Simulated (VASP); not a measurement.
Output of a VASP run:

### OSZICAR
```
       N       E                     dE             d eps       ncg     rms          rms(c)
DAV:   1    -0.559990976999E+03   -0.55999E+03   -0.67700E+03    66   0.108E+03
DAV:   2    -0.650280050185E+03   -0.90289E+02   -0.83459E+02    66   0.248E+02
DAV:   3    -0.660337368450E+03   -0.10057E+02   -0.10003E+02    84   0.864E+01
DAV:   4    -0.660581639573E+03   -0.24427E+00   -0.24419E+00    72   0.141E+01
DAV:   5    -0.709046531625E+01    0.65349E+03   -0.25635E+00    69   0.164E+01    0.222E+00
DAV:   6    -0.688731661870E+01    0.20315E+00   -0.55255E-01    69   0.479E+00    0.153E+00
DAV:   7    -0.687957424978E+01    0.77424E-02   -0.10217E-01    72   0.186E+00    0.114E+00
DAV:   8    -0.688239915873E+01   -0.28249E-02   -0.11598E-02    75   0.740E-01    0.752E-01
DAV:   9    -0.688384088660E+01   -0.14417E-02   -0.15407E-03    69   0.346E-01    0.458E-01
DAV:  10    -0.688465414653E+01   -0.81326E-03   -0.51261E-04    69   0.223E-01    0.266E-01
DAV:  11    -0.688511993632E+01   -0.46579E-03   -0.25196E-04    72   0.156E-01    0.152E-01
DAV:  12    -0.688536931382E+01   -0.24938E-03   -0.11823E-04    69   0.105E-01    0.876E-02
DAV:  13    -0.688549807195E+01   -0.12876E-03   -0.53919E-05    69   0.696E-02    0.521E-02
DAV:  14    -0.688556236825E+01   -0.64296E-04   -0.25461E-05    72   0.466E-02    0.320E-02
DAV:  15    -0.688559391840E+01   -0.31550E-04   -0.11784E-05    69   0.310E-02    0.203E-02
DAV:  16    -0.688560917129E+01   -0.15253E-04   -0.54380E-06    75   0.208E-02    0.131E-02
DAV:  17    -0.688561642218E+01   -0.72509E-05   -0.24842E-06    72   0.139E-02    0.859E-03
DAV:  18    -0.688561980992E+01   -0.33877E-05   -0.11339E-06    75   0.934E-03    0.570E-03
DAV:  19    -0.688562138412E+01   -0.15742E-05   -0.51735E-07    69   0.626E-03    0.381E-03
DAV:  20    -0.688562208530E+01   -0.70118E-06   -0.22955E-07    55   0.420E-03
   1 F= -.68856221E+01 E0= -.68856221E+01  d E =-.768281E-16
```

File OUTCAR:
```
------------------------ aborting loop because EDIFF is reached ----------------------------------------
  FORCE on cell =-STRESS in cart. coord.  units (eV):
  Direction    XX          YY          ZZ          XY          YZ          ZX
  --------------------------------------------------------------------------------------
  Total        0.6273215      0.6273215      0.6273215     -0.0000000     -0.0000000      0.0000000
  in kB       18.8946033     18.8946033     18.8946033     -0.0000000     -0.0000000      0.0000000
  external PRESSURE =      18.8946033 kB  Pullay stress =       0.0000000 kB
  volume of cell :       53.19
      direct lattice vectors                 reciprocal lattice vectors
     0.000000000  2.985000000  2.985000000    -0.167504188  0.167504188  0.167504188
     2.985000000  0.000000000  2.985000000     0.167504188 -0.167504188  0.167504188
     2.985000000  2.985000000  0.000000000     0.167504188  0.167504188 -0.167504188
 POSITION                                       TOTAL-FORCE (eV/Angst)
 -----------------------------------------------------------------------------------
      0.00000      0.00000      0.00000         0.000000     -0.000000     -0.000000
      2.98500      2.98500      2.98500        -0.000000      0.000000      0.000000
 -----------------------------------------------------------------------------------
    total drift:                               -0.000002      0.000001     -0.000001
  FREE ENERGIE OF THE ION-ELECTRON SYSTEM (eV)
  ---------------------------------------------------
  free  energy   TOTEN  =        -6.8856220853 eV

  energy  without entropy=       -6.8856220853  energy(sigma->0) =       -6.88562209

  exchange ACFDT corr.  =         0.00000000  see jH, gK, PRB 81, 115126
```
(Selected blocks of OUTCAR.)

**POSCAR**
```
NaBr
1
    0.0000000000     2.9850000000     2.9850000000
    2.9850000000     0.0000000000     2.9850000000
    2.9850000000     2.9850000000     0.0000000000
Na Br
1 1
Direct
  0.0000000000   0.0000000000   0.0000000000
  0.5000000000   0.5000000000   0.5000000000
```

**Question.** Reconstruct the remaining input files.

**Answer.** This is not unique; one that fits is the input of the run itself, HSE06 screened hybrid, plane waves, VASP's PBE PAW potentials (set 64).

File KPOINTS:
```
Automatic
0
gamma
2 2 2
```

**INCAR**
```
! general
SYSTEM    =  NaBr
PREC      =  Accurate
ENCUT     =  400   ! plane-wave cut-off (eV)
LREAL     =  .False.   ! projection in real space or not
LASPH     =  .True.   ! aspherical one-centre terms
ISYM      =  3

! electronic loop
EDIFF     =  1E-6   ! SCF stop (eV)
NELM      =  100   ! most electronic steps
ALGO      =  Normal   ! blocked Davidson
LMAXMIX   =  4   ! l cut-off of mixed one-centre charges

! smearing
ISMEAR    =  0   ! Gaussian
SIGMA     =  0.05

! functional
GGA       =  PE
LHFCALC   =  .True.
AEXX      =  0.25
HFSCREEN  =  0.2   ! 1/Angstrom
PRECFOCK  =  Fast

! ions
ISIF      =  2   ! forces and stress, cell fixed

! output
LWAVE     =  .False.
LCHARG    =  .False.
```

POTCAR, in this order: Na_pv Br (PBE.64 set). Program: vasp_std.

The compound is NaBr in the rock salt structure. The cell was not relaxed at this level. The k-mesh is coarse (spacing up to 0.91 per Å, 2π included), so the numbers may not be converged in it.
